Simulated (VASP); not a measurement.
# Ge (P4/mmm) in VASP: a series of runs

One crystal, Ge, is run at these levels: PBE; tasks: relaxation of the atoms.

Program: VASP 6.6.1. These are calculated values, not measurements. Logs are shortened: lines on timing, memory, paths and dates and some standing lists are left out, and cuts for length are marked.

### 1 The undisturbed crystal

It takes space group P4/mmm (No. 123, tetragonal). The conventional cell has a = 5.241 Å, b = 5.241 Å, c = 2.655 Å, α = 90.00°, β = 90.00°, γ = 90.00°. Ge (site symmetry 4/mmm) has 6 Ge at 2.62 to 2.66 Å as nearest neighbours. Ge (site symmetry mmm) is surrounded by 4 Ge at 2.62 to 2.66 Å.

The cell was built by a generator and needn't be a form met in nature.

### 2 Relaxation of the atoms, PBE, 22.40 Å³/atom (strain = -0.04)

INCAR reads:

```
SYSTEM = Ge
  ALGO = Normal
  EDIFF = 1E-6
  EDIFFG = -0.005
  ENCUT = 520
  GGA = PE
  IBRION = 2
  ISIF = 2
  ISMEAR = -1
  LASPH = .True.
  LCHARG = .False.
  LREAL = .False.
  LWAVE = .False.
  NELM = 100
  NSW = 40
  PREC = Accurate
  SIGMA = 0.05
```

KPOINTS reads:

```
k-points
0
Gamma
  5 5 10
  0 0 0
```

POSCAR reads:

```
Ge
1.0
    5.0309568000      0.0000000000      0.0000000000
    0.0000000000      5.0309568000      0.0000000000
    0.0000000000      0.0000000000      2.6553600000
Ge
3
Direct
    0.0000000000      0.0000000000      0.0000000000
    0.0000000000      0.5000000000      0.0000000000
    0.5000000000      0.0000000000      0.0000000000
```

Potentials or basis: VASP PAW PBE potentials, release 64 (Ge_d).

Command:

```
cat potpaw_PBE.64/Ge_d/POTCAR > POTCAR
mpirun -np 1 vasp_std > vasp.out
```

OUTCAR:

```text
SYSTEM = Ge
   EDIFF = 1E-6
   EDIFFG = -0.005
   ENCUT = 520
   GGA = PE
   IBRION = 2
   ISIF = 2
   ISMEAR = -1
   LASPH = .True.
   LREAL = .False.
   NELM = 100
   NSW = 40
   PREC = Accurate

 ion  position               nearest neighbor table
   1  0.000  0.000  0.000-   2 2.52   3 2.52   2 2.52   3 2.52
   2  0.000  0.500  0.000-   1 2.52   1 2.52
   3  0.500  0.000  0.000-   1 2.52   1 2.52

  LATTYP: Found a simple tetragonal cell.
 ALAT       =     5.0309568000
 C/A-ratio  =     0.5278041743

  Lattice vectors:

 A1 = (   5.0309568000,   0.0000000000,   0.0000000000)
 A2 = (   0.0000000000,   5.0309568000,   0.0000000000)
 A3 = (   0.0000000000,   0.0000000000,   2.6553600000)

Analysis of symmetry for initial positions (statically):
=====================================================================
 Subroutine PRICEL returns:
 Original cell was already a primitive cell.

 Routine SETGRP: Setting up the symmetry group for a
 simple tetragonal supercell.

 Subroutine GETGRP returns: Found 16 space group operations
 (whereof 16 operations were pure point group operations)
 out of a pool of 16 trial point group operations.

The static configuration has the point symmetry D_4h.

Analysis of symmetry for dynamics (positions and initial velocities):
=====================================================================
 Subroutine PRICEL returns:
 Original cell was already a primitive cell.

 Routine SETGRP: Setting up the symmetry group for a
 simple tetragonal supercell.

 Subroutine GETGRP returns: Found 16 space group operations
 (whereof 16 operations were pure point group operations)
 out of a pool of 16 trial point group operations.

The dynamic configuration has the point symmetry D_4h.

 Subroutine INISYM returns: Found 16 space group operations
 (whereof 16 operations are pure point group operations),
 and found     1 'primitive' translations

----------------------------------------------------------------------------------------

                                     Primitive cell

  volume of cell :      67.2086

  direct lattice vectors                    reciprocal lattice vectors
     5.030956800  0.000000000  0.000000000     0.198769347  0.000000000  0.000000000
     0.000000000  5.030956800  0.000000000     0.000000000  0.198769347  0.000000000
     0.000000000  0.000000000  2.655360000     0.000000000  0.000000000  0.376596770

  length of vectors
     5.030956800  5.030956800  2.655360000     0.198769347  0.198769347  0.376596770

  position of ions in fractional coordinates (direct lattice)
     0.000000000  0.000000000  0.000000000
     0.000000000  0.500000000  0.000000000
     0.500000000  0.000000000  0.000000000

  ion indices of the primitive-cell ions
   primitive index   ion index
                 1           1
                 2           2
                 3           3

----------------------------------------------------------------------------------------

 KPOINTS: k-points

Automatic generation of k-mesh.
 Grid dimensions read from file:
 generate k-points for:    5    5   10

 Generating k-lattice:

  Cartesian coordinates                     Fractional coordinates (reciprocal lattice)
     0.039753869  0.000000000  0.000000000     0.200000000  0.000000000  0.000000000
     0.000000000  0.039753869  0.000000000     0.000000000  0.200000000  0.000000000
     0.000000000  0.000000000  0.037659677     0.000000000  0.000000000  0.100000000

  Length of vectors
     0.039753869  0.039753869  0.037659677

  Shift w.r.t. Gamma in fractional coordinates (k-lattice)
     0.000000000  0.000000000  0.000000000

 Subroutine IBZKPT returns following result:
 ===========================================

 Found     36 irreducible k-points:

 Following reciprocal coordinates:
            Coordinates               Weight
  0.000000  0.000000  0.000000      1.000000
  0.200000  0.000000  0.000000      4.000000
  0.400000  0.000000  0.000000      4.000000
  0.200000  0.200000  0.000000      4.000000
  0.400000  0.200000  0.000000      8.000000
  0.400000  0.400000  0.000000      4.000000
[... 16 lines left out ...]
  0.400000  0.200000  0.300000     16.000000
  0.400000  0.400000  0.300000      8.000000
 [... further k-points ...]
   k-points           NKPTS =     36   k-points in BZ     NKDIM =     36   number of bands    NBANDS=     25
   number of dos      NEDOS =    301   number of ions     NIONS =      3
   total plane-waves  NPLWV =  32000
   dimension x,y,z NGX =    40 NGY =   40 NGZ =   20
   dimension x,y,z NGXF=    80 NGYF=   80 NGZF=   40
   ions per type =               3
   NGX,Y,Z   is equivalent  to a cutoff of  13.22, 13.22, 12.52 a.u.
   NGXF,Y,Z  is equivalent  to a cutoff of  26.44, 26.44, 25.04 a.u.
 SYSTEM =  Ge
   PREC   = accura    normal or accurate (medium, high low for compatibility)
   ISTART =      0    job   : 0-new  1-cont  2-samecut
   ICHARG =      2    charge: 1-file 2-atom 10-const
   ISPIN  =      1    spin polarized calculation?
   LNONCOLLINEAR =      F non collinear calculations
   LSORBIT =      F    spin-orbit coupling
   LASPH  =      T    aspherical Exc in radial PAW
   ENCUT  =  520.0 eV  38.22 Ry    6.18 a.u.   9.35  9.35  4.94*2*pi/ulx,y,z
   NELM   =    100;   NELMIN=  2; NELMDL= -5     # of ELM steps
   EDIFF  = 0.1E-05   stopping-criterion for ELM
   LREAL  =      F    real-space projection
   EDIFFG = -.5E-02   stopping-criterion for IOM
   NSW    =     40    number of steps for IOM
   IBRION =      2    ionic relax: 0-MD 1-quasi-New 2-CG
   NFREE  =      1    steps in history (QN), initial steepest desc. (CG)
   ISIF   =      2    stress and relaxation
   ISYM   =      2    0-nonsym 1-usesym 2-fastsym
   POTIM  = 0.5000    time-step for ionic-motion
   TEBEG  =    0.0;   TEEND  =   0.0 temperature during run
   PSTRESS=    0.0 pullay stress
   NELECT =      42.0000    total number of electrons
   NUPDOWN=      -1.0000    fix difference up-down
   EMIN   =  10.00;   EMAX   =-10.00  energy-range for DOS
   EFERMI =   0.00;   METHOD = LEGACY
   ISMEAR =    -1;   SIGMA  =   0.05  broadening in eV -4-tet -1-fermi 0-gaus
   EFERMI_NEDOS =   21; number of points for ismear=-14 and -15
   IALGO  =     38    algorithm
   IMIX   =      4    mixing-type and parameters
     AMIX     =   0.40;   BMIX     =  1.00
     AMIX_MAG =   1.60;   BMIX_MAG =  1.00
  volume/ion in A,a.u.               =      22.40       151.18
  Fermi-wavevector in a.u.,A,eV,Ry     =   1.399640  2.644936 26.653713  1.958993
  Thomas-Fermi vector in A             =   2.522680
   LORBIT       =      0    0 simple, 1 ext, 2 COOP (PROOUT), +10 PAW based schemes
   GGA     = PE    functional components
   LHFCALC =     F    Hartree Fock is set to
   AEXX    =    0.0000 exact exchange contribution
   IVDW    =     0    specifies the selected vdW correction
   LEPSILON=     F    determine dielectric tensor
   LRPA    =     F    only Hartree local field effects (RPA)
 conjugate gradient relaxation of ions
 non-spin polarized calculation
  energy-cutoff  :      520.00
  volume of cell :       67.21
 maximum number of plane-waves:      1830
 NGX is ok and might be reduce to    40
   NGX = 19   NGY = 19   NGZ =  9

 number of electron      41.9999935 magnetization

 Free energy of the ion-electron system (eV)
  ---------------------------------------------------
  ext. energy  EPLUGINS =         0.00000000
  ---------------------------------------------------
  free energy    TOTEN  =       -11.84132382 eV

  energy without entropy =      -11.82779870  energy(sigma->0) =      -11.83456126

 E-fermi :   4.9758     XC(G=0): -10.1180

 val. band max:        4.9126562086   @ k =   0.2000   0.0000   0.1000
 cond. band min:       5.0223593356   @ k =   0.4000   0.2000   0.5000
 fundamental gap:      0.1097031270
 Fermi energy:         4.9757547837

 k-point     1 :       0.0000    0.0000    0.0000
  band No.  band energies     occupation
      1     -20.0579      2.00000
      2     -20.0128      2.00000
      3     -19.9150      2.00000
      4     -19.9147      2.00000
      5     -19.9137      2.00000
      6     -19.8117      2.00000
[... 17 lines left out ...]
     24       9.3836      0.00000
     25      11.9716      0.00000

 k-point     2 :       0.2000    0.0000    0.0000
  band No.  band energies     occupation
      1     -20.0435      2.00000
      2     -19.9954      2.00000
      3     -19.9151      2.00000
      4     -19.9124      2.00000
      5     -19.9043      2.00000
      6     -19.8149      2.00000
[... 17 lines left out ...]
     24      10.5942      0.00000
     25      12.0092      0.00000

 k-point     3 :       0.4000    0.0000    0.0000
  band No.  band energies     occupation
      1     -20.0344      2.00000
      2     -19.9371      2.00000
      3     -19.9162      2.00000
      4     -19.8983      2.00000
      5     -19.8820      2.00000
      6     -19.8242      2.00000
[... 17 lines left out ...]
     24      12.5454      0.00000
     25      12.5593      0.00000

 k-point     4 :       0.2000    0.2000    0.0000
  band No.  band energies     occupation
      1     -20.0176      2.00000
      2     -19.9891      2.00000
      3     -19.9151      2.00000
      4     -19.9118      2.00000
      5     -19.8932      2.00000
      6     -19.8170      2.00000
[... 17 lines left out ...]
     24      11.7749      0.00000
     25      12.1230      0.00000
[... 477 lines left out ...]
 k-point    22 :       0.2000    0.2000    0.3000
  band No.  band energies     occupation
      1     -19.9960      2.00000
      2     -19.9065      2.00000
      3     -19.8834      2.00000
      4     -19.8434      2.00000
      5     -19.8421      2.00000
      6     -19.8224      2.00000
[... 17 lines left out ...]
     24       7.3323      0.00000
     25       8.0798      0.00000

 k-point    23 :       0.4000    0.2000    0.3000
  band No.  band energies     occupation
      1     -19.9650      2.00000
      2     -19.8619      2.00000
      3     -19.8592      2.00000
      4     -19.8412      2.00000
      5     -19.8258      2.00000
      6     -19.8220      2.00000
[... 17 lines left out ...]
     24       7.2867      0.00000
     25       7.9145      0.00000

 k-point    24 :       0.4000    0.4000    0.3000
  band No.  band energies     occupation
      1     -19.8889      2.00000
      2     -19.8540      2.00000
      3     -19.8355      2.00000
      4     -19.8262      2.00000
      5     -19.8210      2.00000
      6     -19.8198      2.00000
[... 17 lines left out ...]
     24       7.7151      0.00000
     25       8.4251      0.00000

 [... further k-points ...]

------------------------ aborting loop because EDIFF is reached ----------------------------------------

  FORCE on cell =-STRESS in cart. coord.  units (eV):
  Direction    XX          YY          ZZ          XY          YZ          ZX
  --------------------------------------------------------------------------------------
  -------------------------------------------------------------------------------------
  Total        3.0052520      3.0052520     -0.3150974      0.0000000     -0.0000000      0.0000000
  in kB       71.6418668     71.6418668     -7.5115720      0.0000000     -0.0000000      0.0000000
  external PRESSURE =      45.2573872 kB  Pullay stress =       0.0000000 kB

 VOLUME and BASIS-vectors are now :
 -----------------------------------------------------------------------------
  energy-cutoff  :      520.00
  volume of cell :       67.21
      direct lattice vectors                 reciprocal lattice vectors
     5.030956800  0.000000000  0.000000000     0.198769347  0.000000000  0.000000000
     0.000000000  5.030956800  0.000000000     0.000000000  0.198769347  0.000000000
     0.000000000  0.000000000  2.655360000     0.000000000  0.000000000  0.376596770

 POSITION                                       TOTAL-FORCE (eV/Angst)
 -----------------------------------------------------------------------------------
      0.00000      0.00000      0.00000         0.000000      0.000000      0.000000
      0.00000      2.51548      0.00000         0.000000      0.000000      0.000000
      2.51548      0.00000      0.00000         0.000000      0.000000      0.000000
 -----------------------------------------------------------------------------------
    total drift:                               -0.000000     -0.000000     -0.000000

  FREE ENERGIE OF THE ION-ELECTRON SYSTEM (eV)
  ---------------------------------------------------
  free  energy   TOTEN  =       -11.8413238220 eV

  energy  without entropy=      -11.8277987032  energy(sigma->0) =      -11.83456126

 reached required accuracy - stopping structural energy minimisation
```

Wall time 55 s (1 thread of Intel Xeon Platinum 8488C (Sapphire Rapids), shared host); peak memory 0.2 GiB.

Results:

```yaml
Free_energy: -11.8413 eV
Pressure_after_relaxing: 4.5 GPa
Band_gap_on_the_k_mesh: none (metal or under the smearing width)
```

Caveat: the relaxation stopped at its first step, so nothing moved.

### 3 Relaxation of the atoms, PBE, 23.35 Å³/atom (strain = -0.02)

INCAR is that of step 2.

KPOINTS is that of step 2.

POSCAR reads:

```
Ge
1.0
    5.1357684000      0.0000000000      0.0000000000
    0.0000000000      5.1357684000      0.0000000000
    0.0000000000      0.0000000000      2.6553600000
Ge
3
Direct
    0.0000000000      0.0000000000      0.0000000000
    0.0000000000      0.5000000000      0.0000000000
    0.5000000000      0.0000000000      0.0000000000
```

Potentials or basis: VASP PAW PBE potentials, release 64 (Ge_d).

Command:

```
cat potpaw_PBE.64/Ge_d/POTCAR > POTCAR
mpirun -np 1 vasp_std > vasp.out
```

Wall time 52 s (1 thread of Intel Xeon Platinum 8488C (Sapphire Rapids), shared host); peak memory 0.2 GiB.

It converged, with:

| Property | Result |
| --- | --- |
| Free energy | -11.9298 eV |
| Pressure after relaxing | 2.0 GPa |
| Band gap on the k mesh | none (metal or under the smearing width) |

Caveat: the relaxation stopped at its first step, so nothing moved.
